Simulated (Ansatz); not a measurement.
## Structure relaxation of PtSe₂

Method: DFT PBE, scalar-relativistic, plane waves, PAW in Ansatz 0.2.0. Cutoff 420 eV, Γ-centred k mesh, Gaussian smearing, no spin polarisation in the final step.

The start puts PtSe₂ on the MoSi2 (C11b) structure type (I4/mmm, No. 139), with Pt in place of Mo, Se in place of Si, at a guessed volume.

```xyz
3
Lattice="-1.9109 1.9109 4.6877 1.9109 -1.9109 4.6877 1.9109 1.9109 -4.6877" Properties=species:S:1:pos:R:3 pbc="T T T"
Pt    0.0000    0.0000    0.0000
Se    0.0000    0.0000    6.2347
Se    0.0000    0.0000    3.1408
```

Cell and atoms relax at zero pressure; the relaxation can't lower the symmetry of the start. After a coarse first stage the cell is made exact in the group found at 0.06 Å.

Formation energies are uncorrected and refer to the elements' standard structures at the same level.

(1) Which crystal results?

(2) What are its volume, energy, density and gap?

Answers

(1) It keeps I4/mmm (No. 139), but not the shape of the type it started on. Conventional cell: a = 3.122 Å, c = 12.422 Å. Pt has 8 Se at 2.75 Å and 4 Pt at 3.12 Å; Se is coordinated by 4 Pt at 2.75 Å and 4 Se at 3.12 Å (next Se at 3.28 Å).

```xyz
3
Lattice="-1.5608 1.5608 6.2111 1.5608 -1.5608 6.2111 1.5608 1.5608 -6.2111" Properties=species:S:1:pos:R:3 pbc="T T T"
Pt    0.0000    0.0000    0.0000
Se    0.0000    0.0000    7.8536
Se    0.0000    0.0000    4.5687
```

(2) The volume per atom is 20.2 Å³ and the density is 9.7 g/cm³. The energy over the elements is 0.30 eV/atom and the gap on the 18×18×18 mesh is 0 eV (a metal).

The final run used a 18×18×18 mesh on its 3-atom cell and 0.10 eV smearing. The k mesh leaves about 4 meV/atom of noise in metals. No dispersion correction is applied, so the spacing between layers, chains or molecules is poorly fixed, and with it the volume and density. Spin–orbit coupling is left out. A structure relaxed within its symmetry needn't be a true minimum. The steps took of the order of 5 core-minutes in all.